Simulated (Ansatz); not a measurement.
Hg: stiffness from a series of strains

```yaml
crystal:
  lattice:
    - [1.73000, 0.99882, 2.23400]
    - [-1.73000, 0.99882, 2.23400]
    - [0.00000, -1.99763, 2.23400]
  atoms:
    - { symbol: Hg, position: [0.00000, 0.00000, 0.00000] }
```

The cell is COD entry 1541226, as deposited and not checked against the literature; nothing was relaxed.

Spin–orbit coupling is left out, though it moves levels of the heavy atoms by tenths of an eV or more.

All numbers below come from Ansatz 0.2.0, DFT, LDA, all-electron LAPW, scalar-relativistic.

Sampling and basis: a Γ-centred 12×12×12 k mesh, Fermi–Dirac smearing of 0.03 eV, basis error target 0.5 meV/atom, no spin polarisation.

The strain is applied along the Cartesian axes of the cell as listed (the other components stay zero). Fractional coordinates are held (clamped ions).

σ is the change of stress from the unstrained cell, which is at -1.60 GPa; tension is positive, so slopes are stress–strain coefficients at that pressure. In a metal the k mesh adds noise.

Only quantities that a quadratic follows smoothly over the whole series are listed; rougher ones are left out.

```csv
εxx = εyy,σzz (GPa),σxx (GPa)
-0.0200,-1.95,-1.37
0.0000,0.00,0.00
0.0100,0.69,0.66
0.0200,1.28,1.21
```

Task: Fit the series and read off the stiffness at zero strain.

Result: Least-squares fits y = p0 + p1 x + p2 x² to the rows give σzz (GPa): p1 = 80.5, p2 = -810; σxx (GPa): p1 = 64.8, p2 = -230. So C13 + C23 = 81 GPa and C11 + C12 = 65 GPa, for these axes.

Task: One run, at εxx = εyy = -0.0100, is withheld. Predict its row.

Result: The fits give -0.90, -0.66; the run gave -0.89, -0.58.
